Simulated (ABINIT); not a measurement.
A run of ABINIT 10.8.3 (patched build) is set up as follows.

File run.abi:

```
pp_dirpath "./"
pseudos "Si.upf"

acell 3*1.0 Angstrom
rprim
     3.8313174605     0.0000000000     0.0000000000
    -1.9156587303     3.3180182508     0.0000000000
     0.0000000000     0.0000000000     6.3326220002
ntypat 1
znucl 14
natom 4
typat 1 1 1 1
chkprim 0
chksymtnons 0
tolsym 1.0e-6
xred
            2/3            1/3   0.9369905000
            1/3            2/3   0.4369905000
            2/3            1/3   0.5630095000
            1/3            2/3   0.0630095000

ecut 16.0
ecutsm 0.5

kptopt 1
ngkpt 6 6 3
nshiftk 1
shiftk 0.0 0.0 0.0

ixc 7

nband 12
occopt 3
tsmear 0.05 eV

nstep 80
tolvrs 1.0e-12

iomode 3
prteig 0
prtebands 0
prtwf 0
prtden 0

ionmov 2
optcell 2
ntime 50
tolmxf 2.0e-5
dilatmx 1.08
```

Potentials or basis: PseudoDojo NC SR LDA v0.4.1 standard.

The run is started by

```sh
$ abinit run.abi > log 2>&1
```

Question: What does it give for the band gap on the k mesh?

Answer: 0.27 eV, indirect (least direct gap 0.99 eV).

Question: Estimate the space group after relaxing (to 0.05 Å).

Answer: P6_3/mmc (No. 194).

Final structure:
```xyz
4
Lattice="3.7991 0.0000 0.0000 -1.8996 3.2901 0.0000 0.0000 0.0000 6.2770" Properties=species:S:1:pos:R:3 pbc="T T T"
Si    1.8996    1.0967    5.8820
Si    0.0000    2.1934    2.7435
Si    1.8996    1.0967    3.5335
Si    0.0000    2.1934    0.3950
```

Caveat: an odd mesh through Γ misses points on the zone boundary, where band edges often lie. A hybrid or GW would open this gap; LDA tends to underestimate it.
